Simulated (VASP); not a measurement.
# BN (P6_3/mmc) in VASP: notebook

Runs on BN. Level: LDA. Tasks: relaxation of cell and atoms.

Program: VASP 6.6.1. These are calculated values, not measurements. Logs are shortened: lines on timing, memory, paths and dates and some standing lists are left out, and cuts for length are marked.

## (1) The structure

It takes space group P6_3/mmc (No. 194, hexagonal). Conventional cell: a = 2.498 Å, b = 2.498 Å, c = 6.636 Å, α = 90.00°, β = 90.00°, γ = 120.00°. B (site symmetry -6m2) has 3 N at 1.44 Å as nearest neighbours. Around N (site symmetry -6m2) lie 3 B at 1.44 Å.

## (2) Relaxation of cell and atoms, LDA

The input, INCAR:

```
PREC = Accurate
ENCUT = 520
EDIFF = 1E-7
ISMEAR = 0
SIGMA = 0.02
LREAL = F
LASPH = T
NELM = 100
ALGO = Normal
ISIF = 3
LWAVE = F
LCHARG = F
IBRION = 2
NSW = 80
EDIFFG = -0.002
KPAR = 4
```

The input, KPOINTS:

```
regular mesh
0
Gamma
  15 15 6
```

The input, POSCAR:

```
BN
1.0
    2.4982400000      0.0000000000      0.0000000000
   -1.2491200000      2.1635393000      0.0000000000
    0.0000000000      0.0000000000      6.6357000000
B N
2 2
Direct
    0.3333333300      0.6666666700      0.2500000000
    0.6666666700      0.3333333300      0.7500000000
    0.3333333300      0.6666666700      0.7500000000
    0.6666666700      0.3333333300      0.2500000000
```

Potentials or basis: VASP PAW LDA potentials, release 64 (B, N).

Launch:

```bash
$ cat potpaw_LDA.64/B/POTCAR potpaw_LDA.64/N/POTCAR > POTCAR
$ mpirun -np 4 vasp_std > vasp.out
```

OUTCAR:

```text
PREC = Accurate
   ENCUT = 520
   EDIFF = 1E-7
   ISMEAR = 0
   LREAL = F
   LASPH = T
   NELM = 100
   ISIF = 3
   IBRION = 2
   NSW = 80
   EDIFFG = -0.002

 ion  position               nearest neighbor table
   1  0.333  0.667  0.250-   4 1.44   4 1.44   4 1.44
   2  0.667  0.333  0.750-   3 1.44   3 1.44   3 1.44
   3  0.333  0.667  0.750-   2 1.44   2 1.44   2 1.44
   4  0.667  0.333  0.250-   1 1.44   1 1.44   1 1.44

  LATTYP: Found a hexagonal cell.
 ALAT       =     2.4982400000
 C/A-ratio  =     2.6561499296

  Lattice vectors:

 A1 = (   2.4982400000,   0.0000000000,   0.0000000000)
 A2 = (  -1.2491200000,   2.1635393000,   0.0000000000)
 A3 = (   0.0000000000,   0.0000000000,   6.6357000000)

Analysis of symmetry for initial positions (statically):
=====================================================================
 Subroutine PRICEL returns:
 Original cell was already a primitive cell.

 Routine SETGRP: Setting up the symmetry group for a
 hexagonal supercell.

 Subroutine GETGRP returns: Found 24 space group operations
 (whereof 12 operations were pure point group operations)
 out of a pool of 24 trial point group operations.

The static configuration has the point symmetry D_3d.
 The point group associated with its full space group is D_6h.

Analysis of symmetry for dynamics (positions and initial velocities):
=====================================================================
 Subroutine PRICEL returns:
 Original cell was already a primitive cell.

 Routine SETGRP: Setting up the symmetry group for a
 hexagonal supercell.

 Subroutine GETGRP returns: Found 24 space group operations
 (whereof 12 operations were pure point group operations)
 out of a pool of 24 trial point group operations.

The dynamic configuration has the point symmetry D_3d.
 The point group associated with its full space group is D_6h.

 Subroutine INISYM returns: Found 24 space group operations
 (whereof 12 operations are pure point group operations),
 and found     1 'primitive' translations

----------------------------------------------------------------------------------------

                                     Primitive cell

  volume of cell :      35.8662

  direct lattice vectors                    reciprocal lattice vectors
     2.498240000  0.000000000  0.000000000     0.400281798  0.231102805  0.000000000
    -1.249120000  2.163539300  0.000000000     0.000000000  0.462205609  0.000000000
     0.000000000  0.000000000  6.635700000     0.000000000  0.000000000  0.150700002

  length of vectors
     2.498240000  2.498239996  6.635700000     0.462205608  0.462205609  0.150700002

  position of ions in fractional coordinates (direct lattice)
     0.333333330  0.666666670  0.250000000
     0.666666670  0.333333330  0.750000000
     0.333333330  0.666666670  0.750000000
     0.666666670  0.333333330  0.250000000

  ion indices of the primitive-cell ions
   primitive index   ion index
                 1           1
                 2           2
                 3           3
                 4           4

----------------------------------------------------------------------------------------

 KPOINTS: regular mesh

Automatic generation of k-mesh.
 Grid dimensions read from file:
 generate k-points for:   15   15    6

 Generating k-lattice:

  Cartesian coordinates                     Fractional coordinates (reciprocal lattice)
     0.026685453  0.015406854  0.000000000     0.066666667 -0.000000000  0.000000000
     0.000000000  0.030813707  0.000000000     0.000000000  0.066666667  0.000000000
     0.000000000  0.000000000  0.025116667     0.000000000  0.000000000  0.166666667

  Length of vectors
     0.030813707  0.030813707  0.025116667

  Shift w.r.t. Gamma in fractional coordinates (k-lattice)
     0.000000000  0.000000000  0.000000000

 Subroutine IBZKPT returns following result:
 ===========================================

 Found    108 irreducible k-points:

 Following reciprocal coordinates:
            Coordinates               Weight
  0.000000  0.000000  0.000000      1.000000
  0.066667  0.000000  0.000000      6.000000
  0.133333 -0.000000  0.000000      6.000000
  0.200000 -0.000000  0.000000      6.000000
  0.266667 -0.000000  0.000000      6.000000
  0.333333  0.000000  0.000000      6.000000
[... 16 lines left out ...]
  0.333333  0.200000  0.000000     12.000000
  0.400000  0.200000  0.000000      6.000000
 [... further k-points ...]
   k-points           NKPTS =    108   k-points in BZ     NKDIM =    108   number of bands    NBANDS=     12
   number of dos      NEDOS =    301   number of ions     NIONS =      4
   total plane-waves  NPLWV =  20000
   dimension x,y,z NGX =    20 NGY =   20 NGZ =   50
   dimension x,y,z NGXF=    40 NGYF=   40 NGZF=  100
   ions per type =               2   2
   NGX,Y,Z   is equivalent  to a cutoff of  13.31, 13.31, 12.53 a.u.
   NGXF,Y,Z  is equivalent  to a cutoff of  26.62, 26.62, 25.05 a.u.
 SYSTEM =  unknown system
   PREC   = accura    normal or accurate (medium, high low for compatibility)
   ISTART =      0    job   : 0-new  1-cont  2-samecut
   ICHARG =      2    charge: 1-file 2-atom 10-const
   ISPIN  =      1    spin polarized calculation?
   LNONCOLLINEAR =      F non collinear calculations
   LSORBIT =      F    spin-orbit coupling
   LASPH  =      T    aspherical Exc in radial PAW
   ENCUT  =  520.0 eV  38.22 Ry    6.18 a.u.   4.65  4.65 12.34*2*pi/ulx,y,z
   NELM   =    100;   NELMIN=  2; NELMDL= -5     # of ELM steps
   EDIFF  = 0.1E-06   stopping-criterion for ELM
   LREAL  =      F    real-space projection
   EDIFFG = -.2E-02   stopping-criterion for IOM
   NSW    =     80    number of steps for IOM
   IBRION =      2    ionic relax: 0-MD 1-quasi-New 2-CG
   NFREE  =      1    steps in history (QN), initial steepest desc. (CG)
   ISIF   =      3    stress and relaxation
   ISYM   =      2    0-nonsym 1-usesym 2-fastsym
   POTIM  = 0.5000    time-step for ionic-motion
   TEBEG  =    0.0;   TEEND  =   0.0 temperature during run
   PSTRESS=    0.0 pullay stress
   NELECT =      16.0000    total number of electrons
   NUPDOWN=      -1.0000    fix difference up-down
   EMIN   =  10.00;   EMAX   =-10.00  energy-range for DOS
   EFERMI =   0.00;   METHOD = LEGACY
   ISMEAR =     0;   SIGMA  =   0.02  broadening in eV -4-tet -1-fermi 0-gaus
   EFERMI_NEDOS =   21; number of points for ismear=-14 and -15
   IALGO  =     38    algorithm
   IMIX   =      4    mixing-type and parameters
     AMIX     =   0.40;   BMIX     =  1.00
     AMIX_MAG =   1.60;   BMIX_MAG =  1.00
  volume/ion in A,a.u.               =       8.97        60.51
  Fermi-wavevector in a.u.,A,eV,Ry     =   1.250891  2.363842 21.289433  1.564729
  Thomas-Fermi vector in A             =   2.384864
   LORBIT       =      0    0 simple, 1 ext, 2 COOP (PROOUT), +10 PAW based schemes
   GGA     = CA    functional components
   LHFCALC =     F    Hartree Fock is set to
   AEXX    =    0.0000 exact exchange contribution
   IVDW    =     0    specifies the selected vdW correction
   LEPSILON=     F    determine dielectric tensor
   LRPA    =     F    only Hartree local field effects (RPA)
 conjugate gradient relaxation of ions
 non-spin polarized calculation
 Gauss-broadening in eV      SIGMA  =   0.02
  energy-cutoff  :      520.00
  volume of cell :       35.87
 maximum number of plane-waves:       985
 NGX is ok and might be reduce to    20
   NGX =  9   NGY =  9   NGZ = 25

--------------------------------------- Ionic step        1  -------------------------------------------

 number of electron      16.0000003 magnetization

 Free energy of the ion-electron system (eV)
  ---------------------------------------------------
  ext. energy  EPLUGINS =         0.00000000
  ---------------------------------------------------
  free energy    TOTEN  =       -38.57714604 eV

  energy without entropy =      -38.57714604  energy(sigma->0) =      -38.57714604

------------------------ aborting loop because EDIFF is reached ----------------------------------------

  FORCE on cell =-STRESS in cart. coord.  units (eV):
  Direction    XX          YY          ZZ          XY          YZ          ZX
  --------------------------------------------------------------------------------------
  -------------------------------------------------------------------------------------
  Total       -0.7581922     -0.7581922     -0.1590116     -0.0000000      0.0000000      0.0000000
  in kB      -33.8691418    -33.8691416     -7.1031945     -0.0000000      0.0000000      0.0000000
  external PRESSURE =     -24.9471593 kB  Pullay stress =       0.0000000 kB
[... 95 lines left out ...]
  FREE ENERGIE OF THE ION-ELECTRON SYSTEM (eV)
  ---------------------------------------------------
  free  energy   TOTEN  =       -38.5795921771 eV

  energy  without entropy=      -38.5795921771  energy(sigma->0) =      -38.57959218

[... ionic steps 4 to 9 ...]

--------------------------------------- Ionic step       10  -------------------------------------------

 number of electron      15.9999998 magnetization

------------------------ aborting loop because EDIFF is reached ----------------------------------------
[... 71 lines left out ...]
--------------------------------------- Ionic step       12  -------------------------------------------

 number of electron      15.9999998 magnetization

 Free energy of the ion-electron system (eV)
  ---------------------------------------------------
  ext. energy  EPLUGINS =         0.00000000
  ---------------------------------------------------
  free energy    TOTEN  =       -38.58163140 eV

  energy without entropy =      -38.58163140  energy(sigma->0) =      -38.58163140

 E-fermi :   2.6667     XC(G=0): -10.7255

 val. band max:        2.4949453493   @ k =   0.3333   0.2667   0.0000
 cond. band min:       6.5594653365   @ k =   0.4667   0.0667   0.0000
 fundamental gap:      4.0645199872
 Fermi energy:         2.6666909008

 k-point     1 :       0.0000    0.0000    0.0000
  band No.  band energies     occupation
      1     -15.2708      2.00000
      2     -14.8869      2.00000
      3      -4.0915      2.00000
      4      -1.5864      2.00000
      5       1.1225      2.00000
      6       1.1225      2.00000
      7       1.1707      2.00000
      8       1.1707      2.00000
      9       7.5797      0.00000
     10      12.8786      0.00000
     11      13.9958      0.00000
     12      13.9958      0.00000
[... 331 lines left out ...]
 k-point    24 :       0.4000    0.2000    0.0000
  band No.  band energies     occupation
      1     -11.6029      2.00000
      2     -11.5322      2.00000
      3      -6.0792      2.00000
      4      -5.9692      2.00000
      5      -3.5075      2.00000
      6      -3.4140      2.00000
      7       1.5028      2.00000
      8       2.3951      2.00000
      9       6.8912      0.00000
     10       7.8397      0.00000
     11      14.1146      0.00000
     12      14.1893      0.00000

 [... further k-points ...]
[... 5 lines left out ...]
  --------------------------------------------------------------------------------------
  -------------------------------------------------------------------------------------
  Total       -0.0002683     -0.0002683      0.0010796      0.0000000      0.0000000      0.0000000
  in kB       -0.0123821     -0.0123821      0.0498335      0.0000000      0.0000000      0.0000000
  external PRESSURE =       0.0083564 kB  Pullay stress =       0.0000000 kB
[... 19 lines left out ...]
  FREE ENERGIE OF THE ION-ELECTRON SYSTEM (eV)
  ---------------------------------------------------
  free  energy   TOTEN  =       -38.5816314044 eV

  energy  without entropy=      -38.5816314044  energy(sigma->0) =      -38.58163140

 reached required accuracy - stopping structural energy minimisation
```

Wall time 72 s (4 MPI ranks of Intel Xeon Platinum 8488C (Sapphire Rapids), shared host); peak memory 0.15 GiB.

What came out:

```
Free energy                            : -38.5816 eV
Relaxed volume                         : 8.68 Å³/atom
Relaxed cell                           : a = 2.491 Å, b = 2.491 Å, c = 6.461 Å, α = 90.00°, β = 90.00°, γ = 120.00°
Space group after relaxing (to 0.05 Å) : P6_3/mmc (No. 194)
Energy gained by relaxing              : 1.1 meV/atom
Ionic steps                            : 12
Pressure after relaxing                : 0.0 GPa
Band gap on the k mesh                 : 4.06 eV, indirect (least direct gap 4.45 eV)
```

Step by step:
```
step  energy change (eV)  largest force (eV/Å)  pressure (GPa)  volume (Å³)
   1              0.0000                0.0000           -2.49        35.87
   2              0.0066                0.0000            4.43        35.15
   3             -0.0024                0.0000           -0.20        35.62
   4             -0.0024                0.0000           -0.15        35.61
   5             -0.0027                0.0000           -0.13        35.56
   6             -0.0033                0.0000           -0.10        35.38
   7             -0.0042                0.0000           -0.02        35.03
   8             -0.0041                0.0000            0.17        34.34
   9             -0.0045                0.0000            0.06        34.72
  10             -0.0045                0.0000            0.07        34.70
  11             -0.0043                0.0000           -0.59        34.77
  12             -0.0045                0.0000            0.00        34.71
```

Final structure:
```cif
data_structure
_symmetry_space_group_name_H-M 'P 1'
_symmetry_Int_Tables_number 1
_cell_length_a 2.4907
_cell_length_b 2.4907
_cell_length_c 6.4610
_cell_angle_alpha 90.000
_cell_angle_beta 90.000
_cell_angle_gamma 120.000
_cell_volume 34.71
loop_
_atom_site_label
_atom_site_type_symbol
_atom_site_fract_x
_atom_site_fract_y
_atom_site_fract_z
_atom_site_occupancy
B1 B 0.33333 0.66667 0.25000 1
B2 B 0.66667 0.33333 0.75000 1
N1 N 0.33333 0.66667 0.75000 1
N2 N 0.66667 0.33333 0.25000 1
```

Caveat: an odd mesh through Γ misses points on the zone boundary, where band edges often lie. LDA gaps usually lie below the measured ones, often by a third to a half.

(Part 1 of 2 ends here.)
